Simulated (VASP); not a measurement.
Runs of VASP 6.6.1 on B. Symmetry: R-3m, No. 166, trigonal system. Conventional cell: a = 4.878 Å, b = 4.878 Å, c = 12.505 Å, α = 90.00°, β = 90.00°, γ = 120.00°. B (site symmetry m) is surrounded by 6 B at 1.67 to 1.79 Å. B (site symmetry m) has 7 B at 1.78 to 1.99 Å as nearest neighbours. 

```tsv
level	potentials or basis	k mesh	cutoff (eV)	smearing	further INCAR settings	gap on the mesh (eV)	pressure (GPa)	largest force (eV/Å)
r2SCAN	VASP PAW PBE potentials, release 64 (B)	6 × 6 × 6	520	gaussian 0.02 eV	ALGO = Normal; EDIFF = 1e-06	1.50	1.6	0.17
PBEsol	VASP PAW PBE potentials, release 64 (B)	9 × 9 × 9	520	gaussian 0.02 eV	ALGO = Fast; EDIFF = 1e-06	(a)	0.0	-
PBEsol	VASP PAW PBE potentials, release 64 (B)	6 × 6 × 6	700	gaussian 0.02 eV	ALGO = Fast; EDIFF = 1e-06	1.32	(b)	-
PBEsol	VASP PAW PBE potentials, release 64 (B_h)	6 × 6 × 6	900	gaussian 0.02 eV	ALGO = Fast; EDIFF = 1e-06	1.32	-0.3	0.03
PBEsol	VASP PAW PBE potentials, release 64 (B)	6 × 6 × 6	520	gaussian 0.5 eV	ALGO = Fast; EDIFF = 1e-06	1.32	0.0	-
```

Alike in all rows: task single point; no spin polarisation; cell as given.

Task: Estimate the missing entries.

Result: (a) 1.33; (b) 0.1.

Caveats: the PAW data sets were made with another functional, which shifts forces and pressure a little; an odd mesh through Γ misses points on the zone boundary, where band edges often lie (some runs).
